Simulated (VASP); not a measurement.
# SnO2 (Pmmm) in VASP: further runs, part 2 of 2

VASP 6.6.1.

## (3) Relaxation of cell and atoms, PBE, target pressure 2 GPa, at which the enthalpy is minimised

INCAR reads:

```
PREC = Accurate
ENCUT = 600
EDIFF = 1E-6
ISMEAR = -1
SIGMA = 0.05
LREAL = False
LASPH = True
NELM = 80
ALGO = Normal
ISIF = 3
LWAVE = False
LCHARG = False
GGA = PE
IBRION = 2
NSW = 60
EDIFFG = -0.01
PSTRESS = 20
```

KPOINTS reads:

```
regular mesh
0
Gamma
  9 6 5
```

POSCAR reads:

```
SnO2
1.0
    3.0232700000      0.0000000000      0.0000000000
    0.0000000000      4.9646800000      0.0000000000
    0.0000000000      0.0000000000      5.9769600000
Sn O
1 2
Direct
    0.5000000000      0.5000000000      0.0000000000
    0.0000000000      0.5000000000      0.7757200000
    0.0000000000      0.5000000000      0.2242800000
```

Potentials or basis: VASP PAW PBE potentials, release 64 (Sn_d, O).

Command:

```console
cat potpaw_PBE.64/Sn_d/POTCAR potpaw_PBE.64/O/POTCAR > POTCAR
mpirun -np 1 vasp_std > vasp.out
```

OUTCAR:

```text
PREC = Accurate
   ENCUT = 600
   EDIFF = 1E-6
   ISMEAR = -1
   LREAL = False
   LASPH = True
   NELM = 80
   ISIF = 3
   GGA = PE
   IBRION = 2
   NSW = 60
   EDIFFG = -0.01
   PSTRESS = 20

 ion  position               nearest neighbor table
   1  0.500  0.500  0.000-   2 2.02   3 2.02   2 2.02   3 2.02
   2  0.000  0.500  0.776-   1 2.02   1 2.02
   3  0.000  0.500  0.224-   1 2.02   1 2.02

  LATTYP: Found a simple orthorhombic cell.
 ALAT       =     3.0232700000
 B/A-ratio  =     1.6421556791
 C/A-ratio  =     1.9769851849

  Lattice vectors:

 A1 = (   3.0232700000,   0.0000000000,   0.0000000000)
 A2 = (   0.0000000000,   4.9646800000,   0.0000000000)
 A3 = (   0.0000000000,   0.0000000000,   5.9769600000)

Analysis of symmetry for initial positions (statically):
=====================================================================
 Subroutine PRICEL returns:
 Original cell was already a primitive cell.

 Routine SETGRP: Setting up the symmetry group for a
 simple orthorhombic supercell.

 Subroutine GETGRP returns: Found  8 space group operations
 (whereof  8 operations were pure point group operations)
 out of a pool of  8 trial point group operations.

The static configuration has the point symmetry D_2h.

Analysis of symmetry for dynamics (positions and initial velocities):
=====================================================================
 Subroutine PRICEL returns:
 Original cell was already a primitive cell.

 Routine SETGRP: Setting up the symmetry group for a
 simple orthorhombic supercell.

 Subroutine GETGRP returns: Found  8 space group operations
 (whereof  8 operations were pure point group operations)
 out of a pool of  8 trial point group operations.

The dynamic configuration has the point symmetry D_2h.

 Subroutine INISYM returns: Found  8 space group operations
 (whereof  8 operations are pure point group operations),
 and found     1 'primitive' translations

----------------------------------------------------------------------------------------

                                     Primitive cell

  volume of cell :      89.7116

  direct lattice vectors                    reciprocal lattice vectors
     3.023270000  0.000000000  0.000000000     0.330767679  0.000000000  0.000000000
     0.000000000  4.964680000  0.000000000     0.000000000  0.201422851  0.000000000
     0.000000000  0.000000000  5.976960000     0.000000000  0.000000000  0.167309134

  length of vectors
     3.023270000  4.964680000  5.976960000     0.330767679  0.201422851  0.167309134

  position of ions in fractional coordinates (direct lattice)
     0.500000000  0.500000000  0.000000000
     0.000000000  0.500000000  0.775720000
     0.000000000  0.500000000  0.224280000

  ion indices of the primitive-cell ions
   primitive index   ion index
                 1           1
                 2           2
                 3           3

----------------------------------------------------------------------------------------

 KPOINTS: regular mesh

Automatic generation of k-mesh.
 Grid dimensions read from file:
 generate k-points for:    9    6    5

 Generating k-lattice:

  Cartesian coordinates                     Fractional coordinates (reciprocal lattice)
     0.036751964  0.000000000  0.000000000     0.111111111  0.000000000  0.000000000
[... 46 lines left out ...]
   ions per type =               1   2
   NGX,Y,Z   is equivalent  to a cutoff of  13.20, 13.39, 13.35 a.u.
   NGXF,Y,Z  is equivalent  to a cutoff of  26.39, 26.79, 26.70 a.u.
 SYSTEM =  unknown system
   PREC   = accura    normal or accurate (medium, high low for compatibility)
   ISTART =      0    job   : 0-new  1-cont  2-samecut
   ICHARG =      2    charge: 1-file 2-atom 10-const
   ISPIN  =      1    spin polarized calculation?
   LNONCOLLINEAR =      F non collinear calculations
   LSORBIT =      F    spin-orbit coupling
   LASPH  =      T    aspherical Exc in radial PAW
   ENCUT  =  600.0 eV  44.10 Ry    6.64 a.u.   6.04  9.92 11.94*2*pi/ulx,y,z
   NELM   =     80;   NELMIN=  2; NELMDL= -5     # of ELM steps
   EDIFF  = 0.1E-05   stopping-criterion for ELM
   LREAL  =      F    real-space projection
   EDIFFG = -.1E-01   stopping-criterion for IOM
   NSW    =     60    number of steps for IOM
   IBRION =      2    ionic relax: 0-MD 1-quasi-New 2-CG
   NFREE  =      1    steps in history (QN), initial steepest desc. (CG)
   ISIF   =      3    stress and relaxation
   ISYM   =      2    0-nonsym 1-usesym 2-fastsym
   POTIM  = 0.5000    time-step for ionic-motion
   TEBEG  =    0.0;   TEEND  =   0.0 temperature during run
   PSTRESS=   20.0 pullay stress
   NELECT =      26.0000    total number of electrons
   NUPDOWN=      -1.0000    fix difference up-down
   EMIN   =  10.00;   EMAX   =-10.00  energy-range for DOS
   EFERMI =   0.00;   METHOD = LEGACY
   ISMEAR =    -1;   SIGMA  =   0.05  broadening in eV -4-tet -1-fermi 0-gaus
   EFERMI_NEDOS =   21; number of points for ismear=-14 and -15
   IALGO  =     38    algorithm
   IMIX   =      4    mixing-type and parameters
     AMIX     =   0.40;   BMIX     =  1.00
     AMIX_MAG =   1.60;   BMIX_MAG =  1.00
  volume/ion in A,a.u.               =      29.90       201.80
  Fermi-wavevector in a.u.,A,eV,Ry     =   1.083386  2.047302 15.969492  1.173725
  Thomas-Fermi vector in A             =   2.219450
   LORBIT       =      0    0 simple, 1 ext, 2 COOP (PROOUT), +10 PAW based schemes
   GGA     = PE    functional components
   LHFCALC =     F    Hartree Fock is set to
   AEXX    =    0.0000 exact exchange contribution
   IVDW    =     0    specifies the selected vdW correction
   LEPSILON=     F    determine dielectric tensor
   LRPA    =     F    only Hartree local field effects (RPA)
 conjugate gradient relaxation of ions
 non-spin polarized calculation
  energy-cutoff  :      600.00
  volume of cell :       89.71
 maximum number of plane-waves:      3022
   NGX = 13   NGY = 19   NGZ = 23

--------------------------------------- Ionic step        1  -------------------------------------------

 number of electron      25.9999999 magnetization

 Free energy of the ion-electron system (eV)
  ---------------------------------------------------
  ext. energy  EPLUGINS =         0.00000000
  ---------------------------------------------------
  free energy    TOTEN  =       -16.14897547 eV

  energy without entropy =      -16.14897536  energy(sigma->0) =      -16.14897542

------------------------ aborting loop because EDIFF is reached ----------------------------------------

  FORCE on cell =-STRESS in cart. coord.  units (eV):
  Direction    XX          YY          ZZ          XY          YZ          ZX
  --------------------------------------------------------------------------------------
  -------------------------------------------------------------------------------------
  Total        0.5422009      0.2120882      0.4198920      0.0000000      0.0000000      0.0000000
  in kB        9.6832751      3.7877262      7.4989365      0.0000000      0.0000000      0.0000000
  external PRESSURE =     -13.0100207 kB  Pullay stress =      20.0000000 kB
[... 100 lines left out ...]
  energy  without entropy=      -16.1222134412  energy(sigma->0) =      -16.12221349

  enthalpy is  TOTEN    =       -15.0441837856 eV   P V=        1.0780297619

 E-fermi :  -0.2266     XC(G=0):  -6.6500

 val. band max:       -0.8975542832   @ k =   0.4444   0.5000   0.0000
 cond. band min:       0.3200884272   @ k =   0.0000   0.0000   0.0000
 fundamental gap:      1.2176427105
 Fermi energy:        -0.2265535517

 k-point     1 :       0.0000    0.0000    0.0000
  band No.  band energies     occupation
      1     -22.3345      2.00000
      2     -21.5036      2.00000
      3     -21.4164      2.00000
      4     -21.3214      2.00000
      5     -21.3116      2.00000
      6     -18.1777      2.00000
[... 459 lines left out ...]
      6     -18.0813      2.00000
[... 9 lines left out ...]
     16       6.0194      0.00000
     17       7.6710      0.00000

 [... further k-points ...]

[... ionic steps 4 to 20 ...]

--------------------------------------- Ionic step       21  -------------------------------------------

 number of electron      25.9999999 magnetization

------------------------ aborting loop because EDIFF is reached ----------------------------------------
[... 73 lines left out ...]
--------------------------------------- Ionic step       23  -------------------------------------------

 number of electron      26.0000000 magnetization

 Free energy of the ion-electron system (eV)
  ---------------------------------------------------
  ext. energy  EPLUGINS =         0.00000000
  ---------------------------------------------------
  free energy    TOTEN  =       -16.01756877 eV

  energy without entropy =      -16.01751138  energy(sigma->0) =      -16.01754007

 E-fermi :   0.9476     XC(G=0):  -7.7921

 val. band max:        0.6012336185   @ k =   0.4444   0.5000   0.0000
 cond. band min:       1.1717444211   @ k =   0.0000   0.0000   0.0000
 fundamental gap:      0.5705108026
 Fermi energy:         0.9475887725

 k-point     1 :       0.0000    0.0000    0.0000
  band No.  band energies     occupation
      1     -21.0025      2.00000
      2     -20.2366      2.00000
      3     -20.1527      2.00000
      4     -20.0530      2.00000
      5     -20.0321      2.00000
      6     -16.8837      2.00000
[... 505 lines left out ...]
  energy  without entropy=      -16.0175113767  energy(sigma->0) =      -16.01754007

  enthalpy is  TOTEN    =       -15.1900205323 eV   P V=        0.8275482368

 reached required accuracy - stopping structural energy minimisation
```

Wall time 6.1 min (1 thread of Intel Xeon 6975P-C (Granite Rapids), shared host); peak memory 0.29 GiB.

Results:

- Free energy: -16.0176 eV
- Relaxed volume: 22.10 Å³/atom
- Relaxed cell: a = 3.016 Å, b = 3.964 Å, c = 5.545 Å, α = 90.00°, β = 90.00°, γ = 90.00°
- Space group after relaxing (to 0.05 Å): Pmmm (No. 47)
- Energy change on relaxing (the enthalpy is what falls): +43.8 meV/atom
- Ionic steps: 23
- Pressure after relaxing: 2.0 GPa
- Largest force after relaxing: 0.004 eV/Å
- Band gap on the k mesh: 0.57 eV, indirect (least direct gap 1.35 eV)

Forces in eV/Å, atoms in the order of the input:
```
Sn   0.000  0.000  0.000
O    0.000  0.000  0.004
O    0.000  0.000 -0.004
```

Step by step:
```
step  energy change (eV)  largest force (eV/Å)  pressure (GPa)  volume (Å³)
   1              0.0000                0.0912            0.70        89.71
   2              0.0239                0.4621            2.39        86.59
   3              0.0268                0.4918            2.53        86.36
   4              0.0281                0.4688            2.52        85.60
   5              0.0331                0.4026            2.51        83.32
   6              0.0477                0.2780            2.54        78.86
   7              0.1019                0.0505            2.86        70.24
   8              0.4191                0.3932            6.13        54.26
   9              0.1256                0.1200            3.46        67.92
  10              0.1100                0.3857           -0.11        69.20
  11              0.1085                0.1399            1.65        68.55
  12              0.1097                0.0007            1.84        68.32
  13              0.1098                0.0059            1.85        68.32
  14              0.1114                0.0123            1.89        68.14
  15              0.1167                0.0320            2.07        67.63
  16              0.1285                0.0717            2.44        66.60
  17              0.1288                0.0576            2.38        66.55
  18              0.1299                0.0177            2.16        66.43
  19              0.1331                0.0619            1.76        66.17
  20              0.1313                0.0210            1.99        66.31
  21              0.1312                0.0169            1.99        66.32
  22              0.1312                0.0141            2.00        66.31
  23              0.1314                0.0045            2.02        66.29
```

Final structure:
```xyz
3
Lattice="3.0159 0.0000 0.0000 0.0000 3.9643 0.0000 0.0000 0.0000 5.5449" Properties=species:S:1:pos:R:3 pbc="T T T"
Sn    1.5080    1.9821    0.0000
O     0.0000    1.9821    4.2017
O     0.0000    1.9821    1.3432
```

Caveat: the cell is relaxed towards a set pressure, so the enthalpy falls and the energy may rise; the volume moved by over 15 % at a fixed basis, so the end points are rough; spin-orbit coupling is left out, which moves the levels of the heavy elements; an odd mesh through Γ misses points on the zone boundary, where band edges often lie.

## (4) For comparison

An earlier run on the cell as given: functional PBE; potentials or basis VASP PAW PBE potentials, release 64 (Sn_d, O); cutoff 520 eV; k mesh 9 × 6 × 5; occupations fermi-dirac, width 0.05 eV; no spin polarisation.

- Pressure: 0.8 GPa
- Largest force: 0.095 eV/Å
- Band gap on the k mesh: 1.29 eV, indirect (least direct gap 1.85 eV)

## (5) The runs side by side

```csv
task,level,cell,cutoff (eV),target pressure,gap on the mesh (eV),pressure (GPa),largest force (eV/Å)
relaxation of cell and atoms,PW91,relaxed,600,-,1.60,0.0,0.01
relaxation of cell and atoms,PBE,relaxed to 2 GPa,600,2 GPa,0.57,2.0,-
single point,PBE,as given,520,-,1.29,0.8,0.09
```

Alike in all rows: potentials or basis VASP PAW PBE potentials, release 64 (Sn_d, O); no spin polarisation; k mesh 9 × 6 × 5; smearing fermi-dirac 0.05 eV.

Caveats: spin-orbit coupling is left out, which moves the levels of the heavy elements; an odd mesh through Γ misses points on the zone boundary, where band edges often lie; the volume moved by over 15 % at a fixed basis, so the end points are rough (some runs); the PAW data sets were made with another functional, which shifts forces and pressure a little (some runs); the cell is relaxed towards a set pressure, so the enthalpy falls and the energy may rise (some runs).

Total energies depend on the potentials used, so only differences within one code and one set of settings carry meaning.
